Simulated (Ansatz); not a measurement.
# Photoemission of C(111) with NH2 on 25 % of the top atoms and H on the rest, part 3 of 4

What would XPS and angle-resolved spectra of C(111) with NH2 on 25 % of the top atoms and H on the rest look like?

Ansatz 0.2.0; DFT, PBE, plane-wave PAW, default files, scalar-relativistic.

So far: Starting point; Relaxing the atoms; Layer-resolved bands, DOS and potential.

**3. Layer-resolved bands, DOS and potential (continued)**

Maxima picked by a test of local sharpness, so broad peaks and shoulders can be missing; peaks within 0.45 eV of a curve's cut are left out. Valence peaks, by row, the first 40 of 51 rows:

| photon energy (eV) | binding energy (eV) | height (% of the maximum within 13 eV) | main shell | its share (%) |
| --- | --- | --- | --- | --- |
| 21.2 | 10.3 | 35.73 | C 2p | 73.03 |
| 21.2 | 7.501 | 78.58 | C 2p | 61.69 |
| 21.2 | 5.951 | 88.94 | C 2p | 78.15 |
| 21.2 | 4.751 | 100 | C 2p | 79.79 |
| 21.2 | 2.901 | 68.81 | C 2p | 83.67 |
| 21.2 | 1.751 | 72.09 | C 2p | 48.21 |
| 40.8 | 18.6 | 17.78 | N 2s | 40.96 |
| 40.8 | 17.7 | 19.41 | N 2s | 41.91 |
| 40.8 | 15.6 | 17.06 | C 2p | 35.12 |
| 40.8 | 14.55 | 18.38 | C 2p | 38.62 |
| 40.8 | 13.5 | 14.94 | C 2p | 39.61 |
| 40.8 | 10.85 | 30.17 | C 2p | 48.93 |
| 40.8 | 10.3 | 30.46 | C 2p | 44.81 |
| 40.8 | 7.901 | 81.1 | N 2p | 57.5 |
| 40.8 | 6.001 | 69.59 | C 2p | 52.32 |
| 40.8 | 4.801 | 70.9 | C 2p | 58.56 |
| 40.8 | 1.601 | 100 | N 2p | 78.18 |
| 150 | 18.6 | 61.64 | N 2s | 56.69 |
| 150 | 17.7 | 66.83 | N 2s | 58.39 |
| 150 | 15.7 | 54.55 | C 2s | 59.7 |
| 150 | 14.55 | 54.97 | C 2s | 65.51 |
| 150 | 13.55 | 40.74 | C 2s | 66.67 |
| 150 | 10.9 | 53.82 | C 2s | 49.15 |
| 150 | 10.3 | 51.4 | C 2s | 47.06 |
| 150 | 7.901 | 86.86 | N 2p | 45.91 |
| 150 | 6.001 | 75.91 | C 2p | 53.83 |
| 150 | 4.801 | 77.52 | C 2p | 60.36 |
| 150 | 1.601 | 100 | N 2p | 66.85 |
| 1487 | 18.55 | 116 | C 2s | 56.3 |
| 1487 | 17.65 | 127.5 | C 2s | 56.1 |
| 1487 | 15.7 | 131.4 | C 2s | 83.38 |
| 1487 | 14.6 | 136 | C 2s | 88.48 |
| 1487 | 13.6 | 99.79 | C 2s | 90.52 |
| 1487 | 10.9 | 100 | C 2s | 87.82 |
| 1487 | 9.051 | 55.39 | C 2s | 83.86 |
| 1487 | 8.051 | 72.69 | C 2s | 72.79 |
| 1487 | 5.951 | 56.51 | C 2s | 59.29 |
| 1487 | 4.851 | 57.1 | C 2s | 55.7 |
| 1487 | 1.701 | 41.39 | N 2s | 37.04 |
| 8048 | 18.55 | 111.2 | C 2s | 62.7 |

The planar mean, electrostatic potential oscillates, so the rows of the table below give means over windows of 1 Å about each position, cut where the curve ends. Its maxima inside the range that stand out by 2 % of the span (Å: eV): 7.4: -0.117, 9.4: -1.03, 11.4: -1.15, 13.6: -0.596. Its minima: 7.1: -1.24, 8.4: -19.9, 10.4: -20.1, 12.4: -20.3, 14.0: -2.42.

From the valence-band maximum. Table of planar mean, electrostatic potential by z; means over each step:

z (Å), planar mean, electrostatic potential (eV) and a bar from the least value:
```
        0        3.7 ##############################
        1        3.7 ##############################
        2        3.7 ##############################
        3        3.7 ##############################
        4        3.7 ##############################
        5        3.7 ##############################
        6        3.3 #############################
        7       -0.1 #######################
        8      -13.0 
        9       -8.5 ########
       10      -12.3 #
       11       -9.7 ######
       12      -11.3 ###
       13      -10.4 #####
       14       -1.7 ####################
       15        1.6 ##########################
       16        3.7 ##############################
       17        3.7 ##############################
       18        3.7 ##############################
       19        3.7 ##############################
       20        3.7 ##############################
       21        3.7 ##############################
```

The intensity has structure finer than the step of the table below, so its rows give means over 1 eV, whole bins alone (the curve runs from -22.3 to 1.47 eV). Peaks (eV: height): N K -8.0: 59.8, -1.6: 99.9; N K, E along x -7.2: 116; N K, E along y -1.7: 265; N K, E along z -8.0: 71.4, -6.4: 45.2, -4.9: 43.8, -1.4: 38.2; C K -10.9: 38.2, -5.9: 86.2, -4.8: 99.8.

Shapes are the site's partial DOS without matrix elements, which overweights lines from ligand s bands. The intensity by emission energy less the core level's binding energy, zero at the valence-band maximum; means over each step; 7 of 8 lines; values in % of the unpolarised maximum:

| emission energy less the core level's binding energy (eV) | N K | N K, E along x | N K, E along y | N K, E along z | C K | C K, E along x | C K, E along y |
| --- | --- | --- | --- | --- | --- | --- | --- |
| -21 | 0.278 | 0.124 | 0.221 | 0.490 | 0.930 | 0.926 | 0.926 |
| -20 | 0.736 | 0.166 | 0.596 | 1.45 | 2.76 | 2.92 | 2.92 |
| -19 | 1.88 | 0.232 | 2.12 | 3.30 | 5.77 | 5.89 | 5.89 |
| -18 | 1.89 | 0.368 | 3.28 | 2.01 | 8.24 | 8.25 | 8.21 |
| -17 | 1.30 | 0.527 | 2.43 | 0.935 | 10.3 | 10.8 | 10.8 |
| -16 | 1.48 | 0.803 | 2.05 | 1.60 | 13.4 | 14.2 | 14.2 |
| -15 | 2.10 | 1.10 | 1.92 | 3.28 | 14.9 | 16.3 | 16.3 |
| -14 | 2.71 | 1.34 | 1.70 | 5.10 | 14.5 | 16.4 | 16.3 |
| -13 | 3.37 | 1.55 | 1.48 | 7.08 | 14.5 | 17.1 | 16.9 |
| -12 | 4.55 | 3.26 | 1.86 | 8.54 | 22.0 | 24.6 | 24.2 |
| -11 | 9.30 | 7.65 | 3.44 | 16.8 | 34.5 | 31.3 | 31.3 |
| -10 | 10.9 | 10.6 | 3.32 | 18.8 | 27.9 | 26.3 | 26.6 |
| -9 | 25.9 | 52.9 | 4.98 | 19.7 | 27.7 | 28.8 | 27.8 |
| -8 | 57.3 | 97.2 | 12.9 | 61.6 | 53.0 | 46.0 | 47.4 |
| -7 | 47.8 | 90.9 | 10.6 | 42.1 | 54.3 | 51.8 | 52.3 |
| -6 | 31.6 | 42.7 | 13.6 | 38.6 | 75.2 | 73.9 | 75.2 |
| -5 | 24.0 | 18.7 | 17.0 | 36.4 | 86.8 | 79.9 | 79.6 |
| -4 | 15.5 | 11.4 | 21.8 | 13.4 | 80.5 | 80.5 | 80.1 |
| -3 | 21.2 | 4.37 | 48.6 | 10.6 | 71.8 | 74.3 | 72.1 |
| -2 | 74.1 | 2.22 | 197 | 22.8 | 49.3 | 48.6 | 47.6 |
| -1 | 44.4 | 1.16 | 115 | 16.8 | 24.4 | 26.6 | 28.6 |
| 0 | 2.41 | 0.404 | 5.80 | 1.03 | 5.79 | 7.71 | 8.08 |

Sums over each group's atoms; left-over states aren't shared out by site. Site centres, by row:

| group | element | shell | occupied states | centre of occupied part (eV) | centre up to the window's top (eV) |
| --- | --- | --- | --- | --- | --- |
| adsorbate | N | 2s | 1.329 | -15.18 | -11.03 |
| adsorbate | N | 2p | 4.246 | -5.611 | -4.322 |
| adsorbate | H | 1s | 3.994 | -8.518 | -3.06 |
| layer 1 | C | 2s | 3.857 | -13.32 | -9.723 |
| layer 1 | C | 2p | 12.4 | -6.963 | -4.977 |
| layer 2 | C | 2s | 3.77 | -13.28 | -10.32 |
| layer 2 | C | 2p | 12.12 | -7.098 | -5.282 |
| layer 3 | C | 2s | 3.793 | -13.19 | -10.14 |
| layer 3 | C | 2p | 12.15 | -7.066 | -5.307 |
| middle | C | 2s | 3.79 | -13.21 | -10.19 |
| middle | C | 2p | 12.16 | -7.076 | -5.385 |
| other layers | C | 2s | 7.7 | -13.1 | -9.652 |
| other layers | C | 2p | 24.67 | -6.775 | -4.929 |
| other layers | H | 1s | 3.413 | -7.174 | -2.465 |

Table of broadened DOS, unweighted empty DOS by E, zero at the valence-band maximum; read off at these points:

| E (eV) | broadened DOS, unweighted empty DOS (states/eV/cell) |
| --- | --- |
| -0.93 | 0 |
| -0.73 | 0 |
| -0.53 | 0 |
| -0.23 | 0 |
| -0.03 | 0 |
| 0.17 | 0 |
| 0.37 | 0 |
| 0.67 | 0 |
| 0.87 | 0 |
| 1.07 | 0 |
| 1.27 | 0 |
| 1.47 | 0 |
| 1.77 | 3.8e-5 |
| 1.97 | 9.9e-4 |
| 2.17 | 0.0134 |
| 2.37 | 0.0998 |
| 2.57 | 0.423 |
| 2.87 | 1.41 |
| 3.07 | 2.01 |
| 3.27 | 2.45 |
| 3.47 | 2.50 |
| 3.77 | 2.64 |
| 3.97 | 3.30 |
| 4.17 | 3.31 |
| 4.37 | 2.92 |
| 4.57 | 3.57 |
| 4.87 | 5.63 |
| 5.07 | 5.52 |
| 5.27 | 5.61 |
| 5.47 | 6.94 |
| 5.67 | 8.42 |
| 5.97 | 9.27 |
| 6.17 | 10.1 |
| 6.37 | 11.3 |
| 6.57 | 12.0 |
| 6.87 | 12.3 |
| 7.07 | 12.7 |
| 7.27 | 13.1 |

Recipe: projected DOS times atomic cross section and asymmetry factor (unpolarised light, 45° from the beam), occupied states only, Fermi edge at 77 K, a Lorentzian width of 0.1 eV growing by 0.03 eV per eV of binding energy, and a resolution of 0.45 eV. Each atom is damped by exp[−depth/(λ cos θ)], θ = 75° from the normal, λ from the universal curve. Curves are cut 10 eV under the photon energy, above any shell that the free atom's threshold puts out of reach, or at the lower edge of the window: 11.2 eV at 21.2 eV, 22.4 eV at 40.8 eV, 22.4 eV at 150 eV, 22.4 eV at 1486.7 eV and 22.4 eV at 8047.8 eV. Matrix elements of the solid and inelastic losses aren't modelled, nor non-dipole terms, which matter above 3 keV.

Share of each shell in the spectrum's area (%), by photon energy:

| shell | 21.2 eV | 40.8 eV | 150 eV | 1486.7 eV | 8047.8 eV |
| --- | --- | --- | --- | --- | --- |
| N 2s | 0.0 | 4.6 | 14.6 | 15.0 | 13.4 |
| N 2p | 18.9 | 40.9 | 23.4 | 2.9 | 0.5 |
| H 1s | 8.3 | 7.7 | 2.1 | 0.3 | 0.1 |
| C 2s | 1.6 | 7.5 | 29.7 | 72.5 | 83.8 |
| C 2p | 71.2 | 39.4 | 30.1 | 9.3 | 2.1 |

Cross sections used, in Mb an electron:

| shell | 21.2 eV | 40.8 eV | 150 eV | 1486.7 eV | 8047.8 eV |
| --- | --- | --- | --- | --- | --- |
| N 2s | - | 0.52 | 0.12 | 5.8e-4 | 4.1e-6 |
| N 2p | 3.1 | 1.3 | 0.053 | 2.8e-5 | 3.6e-8 |
| H 1s | 1.9 | 0.29 | 0.0055 | 3.0e-6 | 9.6e-9 |
| C 2s | 0.58 | 0.56 | 0.084 | 3.1e-4 | 2.0e-6 |
| C 2p | 2.7 | 0.84 | 0.024 | 9.8e-6 | 1.2e-8 |

Regions along c: top from 12.4 to 18.6 Å, middle from 9.2 to 12.4 Å, bottom from 3.0 to 9.2 Å. The top region's edge passes close to a layer, so the weights are only a guide.

States with weight above 0.08 nearest the zero at K of the zone, within the window kept, -6.6 to 7.1 eV (levels that the program groups as degenerate share a row):

| E (eV) | weight, total | weight, top | weight, middle | weight, bottom |
| --- | --- | --- | --- | --- |
| -4.93 | 0.21 | 0.02 | 0.09 | 0.09 |
| -4.93 | 0.56 | 0.03 | 0.28 | 0.24 |
| -4.89 | 0.17 | 0.03 | 0.11 | 0.03 |
| -4.85 | 0.62 | 0.13 | 0.39 | 0.10 |
| -4.82 | 0.58 | 0.05 | 0.13 | 0.40 |
| -4.41 | 0.28 | 0.12 | 0.09 | 0.07 |
| -2.16 | 0.11 | 0.09 | 0.01 | 0.00 |
| -1.36 | 0.16 | 0.14 | 0.01 | 0.00 |
| 4.32 | 0.11 | 0.09 | 0.01 | 0.00 |
| 4.88 | 0.08 | 0.07 | 0.02 | 0.00 |

States with weight above 0.08 nearest the zero at Γ of the zone, within the window kept, -6.6 to 7.1 eV (levels that the program groups as degenerate share a row):

| E (eV) | weight, total | weight, top | weight, middle | weight, bottom |
| --- | --- | --- | --- | --- |
| -2.13 | 0.68 | 0.19 | 0.41 | 0.07 |
| -2.02 | 1.00 | 0.13 | 0.70 | 0.17 |
| -1.84 | 0.62 | 0.08 | 0.37 | 0.18 |
| -1.41 | 0.88 | 0.19 | 0.41 | 0.28 |
| -1.09 | 1.00 | 0.27 | 0.27 | 0.45 |
| -0.99 | 0.90 | 0.23 | 0.24 | 0.43 |
| -0.03 | 1.00 | 0.14 | 0.50 | 0.36 |
| 0.00 | 0.98 | 0.16 | 0.50 | 0.33 |
| 2.69 | 0.83 | 0.68 | 0.02 | 0.10 |
| 2.90 | 0.99 | 0.09 | 0.04 | 0.74 |

States with weight above 0.08 nearest the zero at M of the zone, within the window kept, -6.6 to 7.1 eV (levels that the program groups as degenerate share a row):

| E (eV) | weight, total | weight, top | weight, middle | weight, bottom |
| --- | --- | --- | --- | --- |
| -4.32 | 0.48 | 0.14 | 0.12 | 0.22 |
| -4.27 | 0.32 | 0.09 | 0.08 | 0.15 |
| -4.20 | 0.19 | 0.06 | 0.05 | 0.09 |
| -3.44 | 0.47 | 0.06 | 0.22 | 0.19 |
| -3.08 | 0.48 | 0.10 | 0.24 | 0.13 |
| -2.99 | 0.46 | 0.07 | 0.23 | 0.15 |
| -2.96 | 0.33 | 0.05 | 0.17 | 0.11 |
| -2.93 | 0.19 | 0.03 | 0.10 | 0.06 |
| -2.13 | 0.10 | 0.06 | 0.03 | 0.01 |
| -1.84 | 0.11 | 0.08 | 0.02 | 0.00 |

The largest force component on a free atom is 0.011 eV/Å, so the atoms are at rest for these settings too.

(Part 3 of 4 ends here.)

[Logs are printed without paths, hosts, clocks, repeated set-up lines and the standing remarks that a program may print on its own settings, such as how far it seeks lower states.]

[Hosts, paths, dates, database ids (printed as entryN), source tags and the programs' standing remarks are cut or masked in the printed files.]

[Maps of the electrostatic potential energy from Ansatz leave out the sawtooth potential of an applied field or a dipole correction, so their vacuum need not be flat; work functions include it.]
